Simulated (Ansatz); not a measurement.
# Se: strong compression

One table from this session's results is given with a row withheld; the runs are named, their logs left out.

Computed with Ansatz 0.2.0 (DFT PBE, with the methods named in each step, unless a step's input says otherwise).

## Starting point

Symmetry: Pm-3m, No. 221, cubic system. The conventional cell has a = 2.831 Å, b = 2.831 Å, c = 2.831 Å, α = 90.00°, β = 90.00°, γ = 90.00°. Se (site symmetry m-3m) is surrounded by 6 Se at 2.83 Å.

Coordinates:

```xyz
1
Lattice="2.8306 0.0000 0.0000 0.0000 2.8306 0.0000 0.0000 0.0000 2.8306" Properties=species:S:1:pos:R:3 pbc="T T T"
Se    0.0000    0.0000    0.0000
```

Whether this phase is the stable one at these pressures isn't tested.

The first run:

Contents of input.yaml:

```yaml
crystal:
  lattice:
    - [2.8306163882, 0.0, 0.0]
    - [0.0, 2.8306163882, 0.0]
    - [0.0, 0.0, 2.8306163882]
  atoms:
    - { symbol: Se, position: [0.0, 0.0, 0.0] }
kpoints:
  mp_grid: { grid: [15, 15, 15] }
scf:
  occupations: { method: fermi_dirac, width: 0.08 }
hamiltonian:
  xc: pbe
  pseudopotentials: { kind: paw }
output:
  forces: true
  stress: true
relax:
  f_tol: 0.005
  max_steps: 40
  cell: {}
```

Started as:

```bash
$ ansatz run input.yaml --threads 1 --pin off --max-ram 2048MiB --backend cpu --events-out ev --progress --plain --runs-dir out
```

Steps of the session up to this table: Cell relaxed at zero pressure, PAW; Volume scaled by 1, PAW; Volume scaled by 0.92, PAW; Volume scaled by 0.84, PAW; Volume scaled by 0.76, PAW; Volume scaled by 0.68, PAW; Volume scaled by 0.6, PAW; Volume scaled by 0.6, PAW (cutoff 1000 eV); Volume scaled by 0.52, PAW; Volume scaled by 0.45, PAW; Volume scaled by 0.45, PAW (source ansatz).

One of the session's tables, all rows but one given; the rest of the session is left out.

| method | volume over the first | volume (Å³/atom) | pressure (GPa) |
| --- | --- | --- | --- |
| PAW | 1 | 22.642 | 0.05 |
| PAW | 0.92 | ? | ? |
| PAW | 0.84 | 19.020 | 18.25 |
| PAW | 0.76 | 17.208 | 35.75 |
| PAW | 0.68 | 15.397 | 63.95 |
| PAW | 0.6 | 13.585 | 105.85 |
| PAW | 0.52 | 11.774 | 171.21 |
| PAW | 0.45 | 10.189 | 278.58 |
| PAW (cutoff 1000 eV) | 0.6 | 13.585 | 105.82 |
| PAW (source ansatz) | 0.45 | 10.189 | 278.63 |

Q: Estimate the row for PAW, 0.92 from the others.

The run gave: volume (Å³/atom): 20.831; pressure (GPa): 7.15. In the column «volume (Å³/atom)» it lies between PAW, 0.84 (19.020) and PAW, 1 (22.642).
